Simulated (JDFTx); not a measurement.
# BP (F-43m) in JDFTx: reference runs

Aim: a first look at BP with PBE, on the cell as given and on a disturbed one.

Everything below comes from runs of JDFTx 1.7.0 (patched build). Logs are shortened: lines on timing, memory, paths and dates and some standing lists are left out, and cuts for length are marked. The log counts tension as positive stress, the text compression.

**1. Starting point**

It takes space group F-43m (No. 216, cubic). Conventional cell: a = 4.538 Å, b = 4.538 Å, c = 4.538 Å, α = 90.00°, β = 90.00°, γ = 90.00°. P (site symmetry -43m) has 4 B at 1.97 Å as nearest neighbours. Around B (site symmetry -43m) lie 4 P at 1.97 Å.

**2. Single point, PBE**

BP.in

```
lattice \
    0.0000000000     4.2877885768     4.2877885768 \
    4.2877885768     0.0000000000     4.2877885768 \
    4.2877885768     4.2877885768     0.0000000000
coords-type Lattice
ion P      0.7500000000     0.7500000000     0.7500000000 1
ion B      0.0000000000     0.0000000000     0.0000000000 1

ion-species pseudo/P.upf
ion-species pseudo/B.upf
elec-cutoff 38
elec-ex-corr gga-PBE
kpoint-folding 10 10 10
elec-smearing Fermi 0.0018374661
elec-n-bands 9
electronic-SCF nIterations 100 energyDiffThreshold 1e-08
electronic-minimize nIterations 30 energyDiffThreshold 1e-7
converge-empty-states yes
forces-output-coords Cartesian

dump-name run.$VAR
dump End Ecomponents EigStats BandEigs Kpoints Forces Stress
```

Potentials or basis: PseudoDojo-SR-PBE-0.5-standard.

On the command line:

```console
jdftx -c 1 -i BP.in -o BP.out
```

The log of the run:

```text
*************** JDFTx 1.7.0 (patched build) ***************

Input parsed successfully to the following command list (including defaults):
[... the input with its defaults ...]

---------- Setting up symmetries ----------

Found 48 point-group symmetries of the bravais lattice
Found 24 space-group symmetries with basis
Applied RMS atom displacement 0 bohrs to make symmetries exact.

---------- Initializing the Grid ----------
R =
[            0      4.28779      4.28779  ]
[      4.28779            0      4.28779  ]
[      4.28779      4.28779            0  ]
unit cell volume = 157.663
G =
[  -0.732684   0.732684   0.732684  ]
[   0.732684  -0.732684   0.732684  ]
[   0.732684   0.732684  -0.732684  ]
Minimum fftbox size, Smin = [  36  36  36  ]
Chosen fftbox size, S = [  36  36  36  ]

---------- Exchange Correlation functional ----------
Initalized PBE GGA exchange.
Initalized PBE GGA correlation.

---------- Setting up pseudopotentials ----------
Width of ionic core gaussian charges (only for fluid interactions / plotting) set to 0

Reading pseudopotential file 'pseudo/P.upf':
  'P' pseudopotential, 'PBE' functional
  Generated using ONCVPSP code by D. R. Hamann
  5 valence electrons, 2 orbitals, 6 projectors, 1001 radial grid points, with lMax = 2
    3S    l: 0   occupation:  2.0   eigenvalue: -0.513364
    3P    l: 1   occupation:  3.0   eigenvalue: -0.202372
  Core radius for overlap checks: 1.66 bohrs.

Reading pseudopotential file 'pseudo/B.upf':
  'B' pseudopotential, 'PBE' functional
  Generated using ONCVPSP code by D. R. Hamann
  3 valence electrons, 2 orbitals, 4 projectors, 1001 radial grid points, with lMax = 1
    2S    l: 0   occupation:  2.0   eigenvalue: -0.347027
    2P    l: 1   occupation:  1.0   eigenvalue: -0.132548
  Core radius for overlap checks: 1.18 bohrs.

Initialized 2 species with 2 total atoms.

Folded 1 k-points by 10x10x10 to 1000 k-points.

---------- Setting up k-points, bands, fillings ----------
Adding inversion symmetry to k-mesh for non-inversion-symmetric unit cell.
Reduced to 47 k-points under symmetry.
Computing the number of bands and number of electrons
Calculating initial fillings.
nElectrons:   8.000000   nBands: 9   nStates: 47

----- Setting up reduced wavefunction bases (one per k-point) -----
average nbasis = 1764.131 , ideal nbasis = 1764.004

---------- Setting up ewald sum ----------
Optimum gaussian width for ewald sums = 1.947439 bohr.
Real space sum over 1331 unit cells with max indices [  5  5  5  ]
Reciprocal space sum over 2197 terms with max indices [  6  6  6  ]

---------- Allocating electronic variables ----------
Initializing wave functions:  linear combination of atomic orbitals
Note: number of bands (9) exceeds available atomic orbitals (8)
P pseudo-atom occupations:   s ( 2 )  p ( 3 )
B pseudo-atom occupations:   s ( 2 )  p ( 1 )
	FillingsUpdate:  mu: +0.396228843  nElectrons: 8.000000
LCAOMinimize: Iter:   0  F: -9.4039035341515742  |grad|_K:  4.068e-03  alpha:  1.000e+00
	FillingsUpdate:  mu: +0.392010844  nElectrons: 8.000000
LCAOMinimize: Iter:   1  F: -9.4179434694041877  |grad|_K:  1.630e-04  alpha:  4.628e-01  linmin:  5.169e-01  cgtest: -6.487e-01
	FillingsUpdate:  mu: +0.391761593  nElectrons: 8.000000
[... 6 lines of inner loops ...]
LCAOMinimize: Iter:   4  F: -9.4179795484558380  |grad|_K:  3.142e-08  alpha:  9.510e-01  linmin: -7.612e-04  cgtest:  1.890e-03
	FillingsUpdate:  mu: +0.391903836  nElectrons: 8.000000
LCAOMinimize: Iter:   5  F: -9.4179795484568931  |grad|_K:  1.009e-08  alpha:  5.605e-01  linmin: -1.594e-02  cgtest:  2.519e-02
LCAOMinimize: Converged (|Delta F|<1.000000e-06 for 2 iters).

-------- Electronic minimization -----------
Will mix electronic density at each iteration.
	FillingsUpdate:  mu: +0.391903836  nElectrons: 8.000000
	FillingsUpdate:  mu: +0.352194953  nElectrons: 8.000000
SCF: Cycle:  0   F: -9.482725665739078   dF: -6.475e-02   |Residual|: 6.439e-02   |deigs|: 1.862e-01
	FillingsUpdate:  mu: +0.355838147  nElectrons: 8.000000
SCF: Cycle:  1   F: -9.484664164304792   dF: -1.938e-03   |Residual|: 3.615e-02   |deigs|: 1.253e-02
	FillingsUpdate:  mu: +0.361204369  nElectrons: 8.000000
SCF: Cycle:  2   F: -9.484977838096942   dF: -3.137e-04   |Residual|: 3.607e-03   |deigs|: 5.360e-03
	FillingsUpdate:  mu: +0.361549567  nElectrons: 8.000000
SCF: Cycle:  3   F: -9.484987346564393   dF: -9.508e-06   |Residual|: 1.891e-03   |deigs|: 9.682e-04
	FillingsUpdate:  mu: +0.361881950  nElectrons: 8.000000
SCF: Cycle:  4   F: -9.484989150936590   dF: -1.804e-06   |Residual|: 4.650e-04   |deigs|: 4.240e-04
	FillingsUpdate:  mu: +0.361890722  nElectrons: 8.000000
SCF: Cycle:  5   F: -9.484989601782106   dF: -4.508e-07   |Residual|: 1.565e-04   |deigs|: 3.390e-04
	FillingsUpdate:  mu: +0.361875227  nElectrons: 8.000000
SCF: Cycle:  6   F: -9.484989711945099   dF: -1.102e-07   |Residual|: 6.108e-05   |deigs|: 2.766e-04
	FillingsUpdate:  mu: +0.361888783  nElectrons: 8.000000
SCF: Cycle:  7   F: -9.484989748740887   dF: -3.680e-08   |Residual|: 1.457e-05   |deigs|: 2.846e-04
	FillingsUpdate:  mu: +0.361886431  nElectrons: 8.000000
SCF: Cycle:  8   F: -9.484989758849295   dF: -1.011e-08   |Residual|: 1.190e-05   |deigs|: 1.197e-04
	FillingsUpdate:  mu: +0.361887420  nElectrons: 8.000000
SCF: Cycle:  9   F: -9.484989763663719   dF: -4.814e-09   |Residual|: 4.643e-06   |deigs|: 1.745e-04
	FillingsUpdate:  mu: +0.361886541  nElectrons: 8.000000
SCF: Cycle: 10   F: -9.484989764842355   dF: -1.179e-09   |Residual|: 1.522e-06   |deigs|: 6.327e-05
SCF: Converged (|Delta E|<1.000000e-08 for 2 iters).

Setting wave functions to eigenvectors of Hamiltonian
Converging empty states (this may take a while):
EmptyStates: None of the convergence criteria satisfied.
|deigs|: 1.317e-03

# Stress tensor in Cartesian coordinates [Eh/a0^3]:
[ -3.35152e-05            0            0  ]
[            0 -3.35152e-05            0  ]
[            0            0 -3.35152e-05  ]

# Ionic positions in lattice coordinates:
ion P   0.750000000000000   0.750000000000000   0.750000000000000 1
ion B   0.000000000000000   0.000000000000000   0.000000000000000 1

# Forces in Cartesian coordinates:
force P   0.000000000000000   0.000000000000000  -0.000000000000000 1
force B   0.000000000000000   0.000000000000000   0.000000000000000 1

# Energy components:
   Eewald =      -10.4916197707563548
       EH =        0.6306500161876232
     Eloc =       -2.3879453774240131
      Enl =        1.0304712803724145
      Exc =       -3.3221836174149817
 Exc_core =        0.4118758567871575
       KE =        4.6437618490594339
-------------------------------------
     Etot =       -9.4849897631887234
       TS =        0.0000000016536312
-------------------------------------
        F =       -9.4849897648423553

IonicMinimize: Iter:   0  F: -9.484989764842355  |grad|_K:        nan
IonicMinimize: None of the convergence criteria satisfied after 0 iterations.

#--- Lowdin population analysis ---
# oxidation-state P +0.715
# oxidation-state B -0.658

Dumping 'run.eigStats' ...
	eMin: -0.228524 at state 0 ( [ +0.000000 +0.000000 +0.000000 ] spin 0 )
	HOMO: +0.339564 at state 0 ( [ +0.000000 +0.000000 +0.000000 ] spin 0 )
	mu  : +0.361887
	LUMO: +0.385563 at state 27 ( [ +0.000000 +0.400000 +0.400000 ] spin 0 )
	eMax: +0.898500 at state 30 ( [ +0.000000 +0.500000 +0.500000 ] spin 0 )
	HOMO-LUMO gap: +0.045999
	Optical gap  : +0.125214 at state 0 ( [ +0.000000 +0.000000 +0.000000 ] spin 0 )
WARNING: the last solve of the electrons (or of bands or displaced states from it) ended unconverged.
Done!
[note: mu as printed may lie anywhere between the filled and the empty levels]
```

Wall time 32 s (1 thread of Arm Neoverse V2, shared host); peak memory 0.08 GiB.

What came out:

* Free energy: -258.0997 eV
* Pressure: 1.0 GPa
* Band gap on the k mesh: 1.25 eV, indirect (least direct gap 3.41 eV)
* Loewdin charges: P +0.71; B -0.66 e

Caveat: the empty levels aren't tightly converged.

**3. Single point, PBE (atoms moved at random, drawn with an rms of 0.05 Å)**

BP.in: that of step 2 with these lines changed.

```diff
@@ -5,4 +5,4 @@
 coords-type Lattice
-ion P      0.7500000000     0.7500000000     0.7500000000 1
-ion B      0.0000000000     0.0000000000     0.0000000000 1
+ion P      0.7546500000     0.7555510000     0.7433890000 1
+ion B     -0.0097010000     0.0090470000    -0.0024710000 1
 
@@ -21,2 +21,2 @@
 dump-name run.$VAR
-dump End Ecomponents EigStats BandEigs Kpoints Forces Stress
+dump End Ecomponents EigStats BandEigs Kpoints Forces Stress ElecDensity Dtot KEdensity
```

Potentials or basis: PseudoDojo-SR-PBE-0.5-standard.

On the command line:

```console
jdftx -c 1 -i BP.in -o BP.out
```

The log of the run:

```text
*************** JDFTx 1.7.0 (patched build) ***************

Input parsed successfully to the following command list (including defaults):
[... the input with its defaults ...]

---------- Setting up symmetries ----------

Found 48 point-group symmetries of the bravais lattice
Found 1 space-group symmetries with basis
Applied RMS atom displacement 0 bohrs to make symmetries exact.

---------- Initializing the Grid ----------
R =
[            0      4.28779      4.28779  ]
[      4.28779            0      4.28779  ]
[      4.28779      4.28779            0  ]
unit cell volume = 157.663
G =
[  -0.732684   0.732684   0.732684  ]
[   0.732684  -0.732684   0.732684  ]
[   0.732684   0.732684  -0.732684  ]
Minimum fftbox size, Smin = [  36  36  36  ]
Chosen fftbox size, S = [  36  36  36  ]

---------- Exchange Correlation functional ----------
Initalized PBE GGA exchange.
Initalized PBE GGA correlation.

---------- Setting up pseudopotentials ----------
Width of ionic core gaussian charges (only for fluid interactions / plotting) set to 0

Reading pseudopotential file 'pseudo/P.upf':
  'P' pseudopotential, 'PBE' functional
  Generated using ONCVPSP code by D. R. Hamann
  5 valence electrons, 2 orbitals, 6 projectors, 1001 radial grid points, with lMax = 2
    3S    l: 0   occupation:  2.0   eigenvalue: -0.513364
    3P    l: 1   occupation:  3.0   eigenvalue: -0.202372
  Core radius for overlap checks: 1.66 bohrs.

Reading pseudopotential file 'pseudo/B.upf':
  'B' pseudopotential, 'PBE' functional
  Generated using ONCVPSP code by D. R. Hamann
  3 valence electrons, 2 orbitals, 4 projectors, 1001 radial grid points, with lMax = 1
    2S    l: 0   occupation:  2.0   eigenvalue: -0.347027
    2P    l: 1   occupation:  1.0   eigenvalue: -0.132548
  Core radius for overlap checks: 1.18 bohrs.

Initialized 2 species with 2 total atoms.

Folded 1 k-points by 10x10x10 to 1000 k-points.

---------- Setting up k-points, bands, fillings ----------
Adding inversion symmetry to k-mesh for non-inversion-symmetric unit cell.
Reduced to 504 k-points under symmetry.
Computing the number of bands and number of electrons
Calculating initial fillings.
nElectrons:   8.000000   nBands: 9   nStates: 504

----- Setting up reduced wavefunction bases (one per k-point) -----
average nbasis = 1764.131 , ideal nbasis = 1764.004
[... 17 lines left out ...]
LCAOMinimize: Iter:   4  F: -9.4173120638499572  |grad|_K:  2.369e-08  alpha:  9.272e-01  linmin: -1.376e-04  cgtest:  2.981e-04
	FillingsUpdate:  mu: +0.402789265  nElectrons: 8.000000
LCAOMinimize: Iter:   5  F: -9.4173120638596863  |grad|_K:  3.870e-09  alpha:  8.464e-01  linmin: -6.542e-03  cgtest:  1.419e-02
LCAOMinimize: Converged (|Delta F|<1.000000e-06 for 2 iters).

-------- Electronic minimization -----------
Will mix electronic density at each iteration.
	FillingsUpdate:  mu: +0.402789265  nElectrons: 8.000000
	FillingsUpdate:  mu: +0.358046673  nElectrons: 8.000000
SCF: Cycle:  0   F: -9.482253980906460   dF: -6.494e-02   |Residual|: 6.445e-02   |deigs|: 1.641e-01
	FillingsUpdate:  mu: +0.361190098  nElectrons: 8.000000
SCF: Cycle:  1   F: -9.484180251579055   dF: -1.926e-03   |Residual|: 3.618e-02   |deigs|: 1.176e-02
	FillingsUpdate:  mu: +0.366249128  nElectrons: 8.000000
SCF: Cycle:  2   F: -9.484491985380572   dF: -3.117e-04   |Residual|: 3.591e-03   |deigs|: 5.971e-03
	FillingsUpdate:  mu: +0.366597873  nElectrons: 8.000000
SCF: Cycle:  3   F: -9.484501270651062   dF: -9.285e-06   |Residual|: 1.880e-03   |deigs|: 1.873e-03
	FillingsUpdate:  mu: +0.366950909  nElectrons: 8.000000
SCF: Cycle:  4   F: -9.484503076991469   dF: -1.806e-06   |Residual|: 4.762e-04   |deigs|: 7.125e-04
	FillingsUpdate:  mu: +0.366955634  nElectrons: 8.000000
SCF: Cycle:  5   F: -9.484503540417057   dF: -4.634e-07   |Residual|: 1.538e-04   |deigs|: 4.259e-04
	FillingsUpdate:  mu: +0.366940374  nElectrons: 8.000000
SCF: Cycle:  6   F: -9.484503650727875   dF: -1.103e-07   |Residual|: 5.734e-05   |deigs|: 3.776e-04
	FillingsUpdate:  mu: +0.366950189  nElectrons: 8.000000
SCF: Cycle:  7   F: -9.484503690898064   dF: -4.017e-08   |Residual|: 1.993e-05   |deigs|: 2.776e-04
	FillingsUpdate:  mu: +0.366949978  nElectrons: 8.000000
SCF: Cycle:  8   F: -9.484503702414754   dF: -1.152e-08   |Residual|: 8.772e-06   |deigs|: 2.083e-04
	FillingsUpdate:  mu: +0.366950202  nElectrons: 8.000000
SCF: Cycle:  9   F: -9.484503707455294   dF: -5.041e-09   |Residual|: 3.934e-06   |deigs|: 2.053e-04
	FillingsUpdate:  mu: +0.366949734  nElectrons: 8.000000
SCF: Cycle: 10   F: -9.484503708826054   dF: -1.371e-09   |Residual|: 1.043e-06   |deigs|: 1.622e-04
SCF: Converged (|Delta E|<1.000000e-08 for 2 iters).

Setting wave functions to eigenvectors of Hamiltonian
Converging empty states (this may take a while):
EmptyStates: None of the convergence criteria satisfied.
|deigs|: 1.268e-03

# Stress tensor in Cartesian coordinates [Eh/a0^3]:
[ -3.82607e-05 -3.95478e-05 -3.68729e-05  ]
[ -3.95478e-05 -3.73256e-05  2.58802e-05  ]
[ -3.68729e-05  2.58802e-05 -3.70466e-05  ]

# Ionic positions in lattice coordinates:
ion P   0.754650000000000   0.755551000000000   0.743389000000000 1
ion B  -0.009701000000000   0.009047000000000  -0.002471000000000 1

# Forces in Cartesian coordinates:
force P   0.005813593633218  -0.008137656711083  -0.008706470374656 1
force B  -0.005813142426178   0.008137956762077   0.008706885624613 1

# Energy components:
   Eewald =      -10.4906488738525088
       EH =        0.6308329229741870
     Eloc =       -2.3893149993756659
      Enl =        1.0306253364795508
      Exc =       -3.3222393718837298
 Exc_core =        0.4118758392570703
       KE =        4.6443654602241251
-------------------------------------
     Etot =       -9.4845036861769678
       TS =        0.0000000226490869
-------------------------------------
        F =       -9.4845037088260540

IonicMinimize: Iter:   0  F: -9.484503708826054  |grad|_K:  7.656e-03
IonicMinimize: None of the convergence criteria satisfied after 0 iterations.

#--- Lowdin population analysis ---
# oxidation-state P +0.715
# oxidation-state B -0.658

Dumping 'run.eigStats' ...
	eMin: -0.228583 at state 0 ( [ +0.000000 +0.000000 +0.000000 ] spin 0 )
	HOMO: +0.352057 at state 0 ( [ +0.000000 +0.000000 +0.000000 ] spin 0 )
	mu  : +0.366950
	LUMO: +0.385271 at state 392 ( [ +0.400000 +0.400000 +0.000000 ] spin 0 )
	eMax: +0.897261 at state 51 ( [ +0.000000 +0.500000 +0.500000 ] spin 0 )
	HOMO-LUMO gap: +0.033214
	Optical gap  : +0.104548 at state 0 ( [ +0.000000 +0.000000 +0.000000 ] spin 0 )
WARNING: the last solve of the electrons (or of bands or displaced states from it) ended unconverged.
Done!
[note: mu as printed may lie anywhere between the filled and the empty levels]
```

Wall time 5.4 min (1 thread of Arm Neoverse V2, shared host); peak memory 0.51 GiB.

What came out:

```
Free energy            : -258.0865 eV
Pressure               : 1.1 GPa
Largest force          : 0.682 eV/Å
Band gap on the k mesh : 0.90 eV, indirect (least direct gap 2.84 eV)
Loewdin charges        : P +0.71; B -0.66 e
```

Forces in eV/Å, atoms in the order of the input:
```
P    0.299 -0.418 -0.448
B   -0.299  0.418  0.448
```

Stress tensor (GPa, compression positive):
```
 1.13  1.16  1.08
 1.16  1.10 -0.76
 1.08 -0.76  1.09
```

Caveat: forces may be off by hundredths of an eV/Å; the empty levels aren't tightly converged. A k mesh can miss the band edges.
